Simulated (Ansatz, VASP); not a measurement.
# InSe in two plane-wave programs, part 2 of 3

One calculation is typed for both programs; each brings its own data sets. How far apart do they land? The structure shown is the start of the Ansatz relaxation below; VASP solves that cell, so the two are compared at the walk's first step.

VASP 6.6.1 and Ansatz 0.2.0.

So far: The starting structure; Ansatz: relaxation, PBEsol with D3(BJ).

### 3. VASP: single point, PBEsol with D3(BJ), start cell, pair 1

Level of this step: PBEsol with D3(BJ); plane waves and PAW (In_d, Se) (VASP).

The same cell, functional, mesh and smearing now go to VASP, with its own data sets.

Lines of VASP's logs that name or quote its potential files are left out, and so is its time.

The input, INCAR:

```
SYSTEM = InSe
PREC = Accurate
ENCUT = 400
EDIFF = 1E-06
NELM = 120
ISMEAR = -1
SIGMA = 0.02
LREAL = .FALSE.
ALGO = Normal
GGA = PS
IVDW = 12
NBANDS = 47
LORBIT = 11
LWAVE = .FALSE.
LCHARG = .FALSE.
ISIF = 2
LDIPOL = .TRUE.
IDIPOL = 3
DIPOL = 0.5 0.5 0.5
LVHAR = .TRUE.
LASPH = .TRUE.
GGA_COMPAT = .FALSE.
EFERMI = MIDGAP
NELMDL = -8
KPAR = 2
```

The input, POSCAR:

```
InSe
1.0
    4.0900000000      0.0000000000      0.0000000000
   -2.0450000000      3.5420440000      0.0000000000
    0.0000000000      0.0000000000     54.8000000000
In Se
4 4
Direct
    0.3333333804      0.6666667608      0.4485401460
    0.3333333804      0.6666667608      0.3970802920
    0.0000000000      0.0000000000      0.6029197080
    0.0000000000      0.0000000000      0.5514598540
    0.6666666196      0.3333332392      0.4717153285
    0.6666666196      0.3333332392      0.3739051095
    0.3333333804      0.6666667608      0.6260948905
    0.3333333804      0.6666667608      0.5282846715
```

The input, KPOINTS:

```
Automatic mesh
0
Gamma
6 6 1
0 0 0
```

Potentials, in the order of the species: In_d and Se (PBE family, release 64).

Run with:

```console
> mpirun -np 2 vasp_std
```

Numbers of over 12 decimals in the logs are rounded to 6 here.

The program printed:

```text
[banner, memory and clock lines left out]
running    2 mpi-ranks, on    1 nodes
 distrk:  each k-point on    1 cores,    2 groups
 distr:  one band on    1 cores,    1 groups

 POSCAR found type information on POSCAR InSe
 POSCAR found :  2 types and       8 ions
|                                                                             |
|               ----> ADVICE to this user running VASP <----                  |
|                                                                             |
|     You enforced a specific xc type in the INCAR file but a different       |
|     [... a line on the potential file left out ...]
|     I HOPE YOU KNOW WHAT YOU ARE DOING!                                     |
|                                                                             |

 LDA part: xc-table for (Slater+PW92), standard interpolation
|                                                                             |
|           W    W    AA    RRRRR   N    N  II  N    N   GGGG   !!!           |
|           W    W   A  A   R    R  NN   N  II  NN   N  G    G  !!!           |
|           W    W  A    A  R    R  N N  N  II  N N  N  G       !!!           |
|           W WW W  AAAAAA  RRRRR   N  N N  II  N  N N  G  GGG   !            |
|           WW  WW  A    A  R   R   N   NN  II  N   NN  G    G                |
|           W    W  A    A  R    R  N    N  II  N    N   GGGG   !!!           |
|                                                                             |
|     One of the lattice vectors is very long (>50 A), but AMIN is rather     |
|     large. This can spoil convergence since charge sloshing might occur     |
|     along the long lattice vector. If problems with convergence are         |
|     observed, try to decrease AMIN to a smaller value (e.g. 0.01).          |
|     Note: This warning only applies if the self-consistency cycle is        |
|     used.                                                                   |
|                                                                             |

 POSCAR, INCAR and KPOINTS ok, starting setup
 FFT: planning ... GRIDC
 FFT: planning ... GRID_SOFT
 FFT: planning ... GRID
 WAVECAR not read
 entering main loop
       N       E                     dE             d eps       ncg     rms          rms(c)
DAV:   1     0.575742309219E+03    0.57574E+03   -0.27108E+04   842   0.106E+03
DAV:   2     0.415745062933E+02   -0.53417E+03   -0.52411E+03   770   0.297E+02
DAV:   3    -0.291730039188E+02   -0.70748E+02   -0.69547E+02   844   0.136E+02
DAV:   4    -0.319385511274E+02   -0.27655E+01   -0.27538E+01   767   0.304E+01
DAV:   5    -0.320326866914E+02   -0.94136E-01   -0.94102E-01   908   0.560E+00
DAV:   6    -0.320361088377E+02   -0.34221E-02   -0.34221E-02  1047   0.967E-01
DAV:   7    -0.320361799476E+02   -0.71110E-04   -0.71110E-04  1044   0.126E-01
DAV:   8    -0.320361818752E+02   -0.19276E-05   -0.19273E-05   919   0.189E-02    0.847E+00
DAV:   9    -0.311294906919E+02    0.90669E+00   -0.16473E+00   842   0.179E+01    0.519E+00
DAV:  10    -0.310830525397E+02    0.46438E-01   -0.95206E-01   936   0.601E+00    0.113E+00
DAV:  11    -0.310708375854E+02    0.12215E-01   -0.97032E-02   943   0.357E+00    0.757E-01
DAV:  12    -0.310716435526E+02   -0.80597E-03   -0.20428E-02   831   0.884E-01    0.227E-01
DAV:  13    -0.310714814966E+02    0.16206E-03   -0.16339E-03   926   0.497E-01    0.102E-01
DAV:  14    -0.310715842739E+02   -0.10278E-03   -0.63693E-04   884   0.134E-01    0.345E-02
[...]
DAV:  21    -0.310717642750E+02   -0.24937E-04   -0.73208E-07   548   0.616E-03    0.145E-03
DAV:  22    -0.310717907203E+02   -0.26445E-04   -0.11502E-06   566   0.536E-03    0.102E-03
DAV:  23    -0.310717952554E+02   -0.45351E-05   -0.97433E-08   508   0.324E-03    0.735E-04
DAV:  24    -0.310718006916E+02   -0.54362E-05   -0.54490E-08   470   0.188E-03    0.526E-04
DAV:  25    -0.310718069260E+02   -0.62343E-05   -0.59708E-08   501   0.179E-03    0.524E-04
DAV:  26    -0.310718094609E+02   -0.25350E-05   -0.28786E-08   492   0.136E-03    0.224E-04
DAV:  27    -0.310718107886E+02   -0.13277E-05   -0.12450E-08   476   0.791E-04    0.147E-04
DAV:  28    -0.310718114829E+02   -0.69432E-06   -0.11094E-08   462   0.763E-04
   1 F= -.32943613E+02 E0= -.32943613E+02  d E =-.722237E-10
```

OUTCAR, selected parts (step 3):

```text
ion  position               nearest neighbor table
   1  0.333  0.667  0.449-   5 2.68   5 2.68   5 2.68   2 2.82
   2  0.333  0.667  0.397-   6 2.68   6 2.68   6 2.68   1 2.82
   3  0.000  0.000  0.603-   7 2.68   7 2.68   7 2.68   4 2.82
   4  0.000  0.000  0.551-   8 2.68   8 2.68   8 2.68   3 2.82
   5  0.667  0.333  0.472-   1 2.68   1 2.68   1 2.68
   6  0.667  0.333  0.374-   2 2.68   2 2.68   2 2.68
   7  0.333  0.667  0.626-   3 2.68   3 2.68   3 2.68
   8  0.333  0.667  0.528-   4 2.68   4 2.68   4 2.68

  LATTYP: Found a hexagonal cell.
 ALAT       =     4.0900000000
 C/A-ratio  =    13.3985330073

 Subroutine GETGRP returns: Found  6 space group operations
 (whereof  6 operations were pure point group operations)

The static configuration has the point symmetry C_3v.

 Found      7 irreducible k-points:

   k-points           NKPTS =      7   k-points in BZ     NKDIM =      7   number of bands    NBANDS=     47

   dimension x,y,z NGX =    28 NGY =   28 NGZ =  360
   dimension x,y,z NGXF=    56 NGYF=   56 NGZF=  720

   ENCUT  =  400.0 eV  29.40 Ry    5.42 a.u.   6.67  6.67 89.36*2*pi/ulx,y,z

   NELECT =      76.0000    total number of electrons

 k-points in reciprocal lattice and weights: Automatic mesh
   0.00000000  0.00000000  0.00000000       0.028
   0.16666667  0.00000000  0.00000000       0.167
   0.33333333  0.00000000  0.00000000       0.167
   0.50000000  0.00000000  0.00000000       0.083
   0.16666667  0.16666667  0.00000000       0.167
   0.33333333  0.16666667  0.00000000       0.333
   0.33333333  0.33333333  0.00000000       0.056

 dipolmoment           0.000000      0.000000     -0.000597 electrons x Angstroem

 average (electrostatic) potential at core
       1-103.5165       2-103.5139       3-103.5188       4-103.5200       5 -60.5218
       6 -60.4866       7 -60.4931       8 -60.5279

 E-fermi :  -2.5231

 k-point     1 :       0.0000    0.0000    0.0000
  band No.  band energies     occupation
    ...
     34      -3.8001      2.00000
     35      -3.7383      2.00000
     36      -3.7383      2.00000
     37      -3.6841      2.00000
     38      -2.9823      2.00000
     39      -2.1218      0.00000
     40      -1.4530      0.00000
     41      -0.7370      0.00000
     42      -0.6894      0.00000
     43       1.5425      0.00000
    ...

 k-point     2 :       0.1667    0.0000    0.0000
  band No.  band energies     occupation
    ...
     34      -4.1163      2.00000
     35      -4.0709      2.00000
     36      -3.9791      2.00000
     37      -3.3856      2.00000
     38      -2.9750      2.00000
     39      -1.0799      0.00000
     40      -0.8443      0.00000
     41      -0.0312      0.00000
     42       0.0377      0.00000
     43       0.8909      0.00000
    ...

 k-point     3 :       0.3333    0.0000    0.0000
  band No.  band energies     occupation
    ...
     34      -4.6008      2.00000
     35      -4.5273      2.00000
     36      -4.4099      2.00000
     37      -3.6768      2.00000
     38      -3.5417      2.00000
     39      -1.0516      0.00000
     40      -0.9495      0.00000
     41      -0.7868      0.00000
     42      -0.6291      0.00000
     43       1.0930      0.00000
    ...

 Edisp (eV)   -1.87180

  Total      -5.30175    -5.30175    -3.95650     0.00000     0.00000     0.00000
  in kB     -10.69970   -10.69971    -7.98479     0.00000     0.00000     0.00000
  external pressure =       -9.79 kB  Pullay stress =        0.00 kB

  energy-cutoff  :      400.00
  volume of cell :      793.89
      direct lattice vectors                 reciprocal lattice vectors
     4.090000000  0.000000000  0.000000000     0.244498778  0.141161431  0.000000000
    -2.045000000  3.542044000  0.000000000     0.000000000  0.282322862  0.000000000
     0.000000000  0.000000000 54.800000000     0.000000000  0.000000000  0.018248175

 POSITION                                       TOTAL-FORCE (eV/Angst)
 -----------------------------------------------------------------------------------
      0.00000      2.36136     24.58000         0.000000      0.000000      0.052084
      0.00000      2.36136     21.76000         0.000000      0.000000      0.014662
      0.00000      0.00000     33.04000        -0.000000      0.000000     -0.015989
      0.00000      0.00000     30.22000        -0.000000      0.000000     -0.050257
      2.04500      1.18068     25.85000        -0.000000     -0.000000     -0.201924
      2.04500      1.18068     20.49000        -0.000000      0.000000      0.292222
      0.00000      2.36136     34.31000        -0.000000      0.000000     -0.291087
      0.00000      2.36136     28.95000        -0.000000      0.000000      0.200289
 -----------------------------------------------------------------------------------
    total drift:                               -0.000002     -0.000281     -0.001291

  FREE ENERGIE OF THE ION-ELECTRON SYSTEM (eV)
  ---------------------------------------------------
  free  energy   TOTEN  =       -32.9436131593 eV

  energy  without entropy=      -32.9436131593  energy(sigma->0) =      -32.94361316

 vacuum level on the upper side and lower side of the slab         2.723         2.730

 total charge
# of ion       s       p       d       tot
------------------------------------------
    1        0.859   0.636   9.879  11.374
    2        0.858   0.636   9.880  11.374
    3        0.858   0.636   9.880  11.374
    4        0.859   0.637   9.879  11.375
    5        1.475   2.304   0.020   3.800
    6        1.472   2.311   0.019   3.803
    7        1.472   2.311   0.019   3.803
    8        1.475   2.304   0.021   3.800
--------------------------------------------------
tot          9.329  11.776  39.598  60.704

[... 3 further parts left out ...]
```

### 4. Comparison

Known differences besides the potentials themselves: Ansatz cuts the interaction across the vacuum, VASP repeats the sheet with a dipole correction; the data sets hold 116 valence electrons in Ansatz (on its PAW soft_1 files) and 76 in VASP; the cutoff is 420 eV in Ansatz and 400 eV in VASP; Ansatz makes its cores anew for this functional, VASP keeps those of its PBE data sets. Total energies have different zeros and are not compared.

Forces (eV/Å; atoms numbered as in POSCAR):

```
atom        Ansatz x, y, z          VASP x, y, z
 In1   0.000, 0.000, 0.069   0.000, 0.000, 0.052
 In2  0.000, 0.000, -0.003   0.000, 0.000, 0.015
 In3   0.000, 0.000, 0.002  0.000, 0.000, -0.016
 In4  0.000, 0.000, -0.067  0.000, 0.000, -0.050
 Se5  0.000, 0.000, -0.220  0.000, 0.000, -0.202
 Se6   0.000, 0.000, 0.310   0.000, 0.000, 0.292
 Se7  0.000, 0.000, -0.309  0.000, 0.000, -0.291
 Se8   0.000, 0.000, 0.218   0.000, 0.000, 0.200
```

The forces differ by 10 meV/Å r.m.s., which is 9.8 % of the r.m.s. force of 0.103 eV/Å (both taken over all components). With vacuum in the cell, a pressure given here is an average over mostly empty space and none of the material.

### 5. Ansatz: relaxation, PBEsol with D3(BJ)

The two programs are compared at the cell with which this relaxation starts, whose forces are those of its first step.

The structure compared here is the start of the Ansatz relaxation; VASP solves that cell, so the two are compared at the walk's first step.

The input, input.yaml:

```yaml
crystal:
  lattice:
    - [4.09, 0.0, 0.0]
    - [-2.045, 3.5420439015, 0.0]
    - [0.0, 0.0, 54.8]
  atoms:
    - { symbol: In, position: [0.3333333333, 0.6666666667, 0.448540146] }
    - { symbol: In, position: [0.3333333333, 0.6666666667, 0.3970802919] }
    - { symbol: Se, position: [0.6666666667, 0.3333333333, 0.4717153284] }
    - { symbol: Se, position: [0.6666666667, 0.3333333333, 0.3739051095] }
    - { symbol: In, position: [0.6666666667, 0.3333333333, 0.6029197081] }
    - { symbol: In, position: [0.6666666667, 0.3333333333, 0.551459854] }
    - { symbol: Se, position: [0.0, 0.0, 0.6260948905] }
    - { symbol: Se, position: [0.0, 0.0, 0.5282846716] }
  periodic: [true, true, false]
kpoints:
  mp_grid: { grid: [6, 6, 1] }
hamiltonian:
  xc: pbesol
  dispersion: d3bj
  pseudopotentials: { kind: paw, azcp: { folder: soft_1 }, xc_functional: pbe }
scf:
  occupations: { method: fermi_dirac, width: 0.02 }
relax:
  f_tol: 0.01
  max_steps: 100
  cell: {}
```

Run with:

```console
> ansatz run input.yaml --threads 2 --pin off --max-ram 92160MiB --backend cuda --events-out ev --progress --plain --runs-dir out --devices 1 --max-vram 13GiB
```

The program printed:

```text
GPUs: using 1 of 1 available (devices: 1).
[...]
GPU FFT provider: cuFFT
GPU libraries: cuBLAS 13.8.2, cuFFT 12.4.0, cuSOLVER 12.3.4
Crystal: 8 atoms, lattice volume = 793.885 Å³
Basis set: ecut = 420 eV, 15423 PW (Γ), exchange–correlation on 60×60×750 points (8 copies of the dense FFT grid, shifted against one another)
[...]
- { symbol: In, position: [0.333333, 0.666667, 0.401076] }
    - { symbol: Se, position: [0.666667, 0.333333, 0.474849] }
    - { symbol: Se, position: [0.666667, 0.333333, 0.377423] }
    - { symbol: In, position: [0.666667, 0.333333, 0.598934] }
    - { symbol: In, position: [0.666667, 0.333333, 0.548708] }
    - { symbol: Se, position: [-2.312964634743449e-17, -1.850371707600889e-17, 0.622585] }
    - { symbol: Se, position: [-2.312964634743449e-17, -1.850371707600889e-17, 0.525127] }
[key lines of the parts left out:]
SCF converged after 9 iterations
Free energy (F): -43804.556309 eV
Fermi energy:    -5.037541 eV
P = ½ c Tr σ = -0.0203 N/m
```

### 6. VASP: single point, PBEsol with D3(BJ), start cell, pair 2

The same cell, functional, mesh and smearing now go to VASP, with its own data sets.

INCAR is that of step 3.

The input, POSCAR:

```
InSe
1.0
    4.0900000000      0.0000000000      0.0000000000
   -2.0450000000      3.5420440000      0.0000000000
    0.0000000000      0.0000000000     54.8000000000
In Se
4 4
Direct
    0.3333333804      0.6666667608      0.4485401460
    0.3333333804      0.6666667608      0.3970802920
    0.6666666196      0.3333332392      0.6029197080
    0.6666666196      0.3333332392      0.5514598540
    0.6666666196      0.3333332392      0.4717153285
    0.6666666196      0.3333332392      0.3739051095
    0.0000000000      0.0000000000      0.6260948905
    0.0000000000      0.0000000000      0.5282846715
```

KPOINTS is that of step 3.

Run with:

```console
> mpirun -np 2 vasp_std
```

The program printed:

```text
[banner, memory and clock lines left out]
running    2 mpi-ranks, on    1 nodes
[...]
[... a notice as in an earlier step ...]

 LDA part: xc-table for (Slater+PW92), standard interpolation
 [... a notice as in an earlier step ...]

 POSCAR, INCAR and KPOINTS ok, starting setup
[...]
entering main loop
       N       E                     dE             d eps       ncg     rms          rms(c)
DAV:   1     0.575095328576E+03    0.57510E+03   -0.27130E+04   842   0.106E+03
DAV:   2     0.384882398176E+02   -0.53661E+03   -0.52779E+03   800   0.298E+02
DAV:   3    -0.290153551915E+02   -0.67504E+02   -0.66827E+02   821   0.135E+02
DAV:   4    -0.319376665003E+02   -0.29223E+01   -0.29127E+01   781   0.319E+01
[...]
DAV:  26    -0.310717745205E+02   -0.24178E-05   -0.34462E-08   492   0.188E-03    0.225E-04
DAV:  27    -0.310717759431E+02   -0.14226E-05   -0.15672E-08   476   0.111E-03    0.204E-04
DAV:  28    -0.310717765205E+02   -0.57736E-06   -0.16251E-08   478   0.655E-04
   1 F= -.32943578E+02 E0= -.32943578E+02  d E =-.702770E-10
```

OUTCAR, selected parts (step 6):

```text
 Edisp (eV)   -1.87180

  Total      -5.29546    -5.29546    -3.95441    -0.00000    -0.00000     0.00000
  in kB     -10.68703   -10.68703    -7.98059    -0.00000    -0.00000     0.00000
  external pressure =       -9.78 kB  Pullay stress =        0.00 kB

 POSITION                                       TOTAL-FORCE (eV/Angst)
 -----------------------------------------------------------------------------------
      0.00000      2.36136     24.58000        -0.000000      0.000000      0.049998
      0.00000      2.36136     21.76000        -0.000000     -0.000000      0.015356
      2.04500      1.18068     33.04000         0.000000      0.000000     -0.014469
      2.04500      1.18068     30.22000        -0.000000     -0.000000     -0.051934
      2.04500      1.18068     25.85000         0.000000     -0.000000     -0.200114
      2.04500      1.18068     20.49000         0.000000     -0.000000      0.291244
      0.00000      0.00000     34.31000         0.000000     -0.000000     -0.292288
      0.00000      0.00000     28.95000         0.000000     -0.000000      0.202207
 -----------------------------------------------------------------------------------
    total drift:                                0.000000      0.000226     -0.000075

  FREE ENERGIE OF THE ION-ELECTRON SYSTEM (eV)
  ---------------------------------------------------
  free  energy   TOTEN  =       -32.9435781969 eV

  energy  without entropy=      -32.9435781968  energy(sigma->0) =      -32.94357820

[... 2 parts as in an earlier step ...]

[... 1 further part left out ...]
[key lines of the parts left out:]
E-fermi :  -2.5265
```

### 7. Differences

What differs besides the data sets and the points named for the pairs above, as far as they apply: the data sets hold 116 valence electrons in Ansatz (on its PAW soft_1 files) and 76 in VASP. Total energies have different zeros and are not compared.

Forces (eV/Å; atoms numbered as in POSCAR):

```csv
atom,"Ansatz x, y, z","VASP x, y, z"
In1,"0.000, 0.000, 0.067","0.000, 0.000, 0.050"
In2,"0.000, 0.000, -0.002","0.000, 0.000, 0.015"
In3,"0.000, 0.000, 0.003","0.000, 0.000, -0.014"
In4,"0.000, 0.000, -0.069","0.000, 0.000, -0.052"
Se5,"0.000, 0.000, -0.218","0.000, 0.000, -0.200"
Se6,"0.000, 0.000, 0.309","0.000, 0.000, 0.291"
Se7,"0.000, 0.000, -0.310","0.000, 0.000, -0.292"
Se8,"0.000, 0.000, 0.220","0.000, 0.000, 0.202"
```

The forces differ by 10 meV/Å r.m.s., which is 9.7 % of the r.m.s. force of 0.103 eV/Å (both taken over all components). With vacuum in the cell, a pressure given here is an average over mostly empty space and none of the material.

[end of part 2 of 3]

[Lines on the potential files, build, host, timing and source positions are cut from VASP's logs without a mark.]

[Logs are printed without paths, hosts, clocks, repeated set-up lines and the standing remarks that a program may print on its own settings, such as how far it seeks lower states.]

[Hosts, paths, dates, database ids (printed as entryN), source tags and the programs' standing remarks are cut or masked in the printed files.]
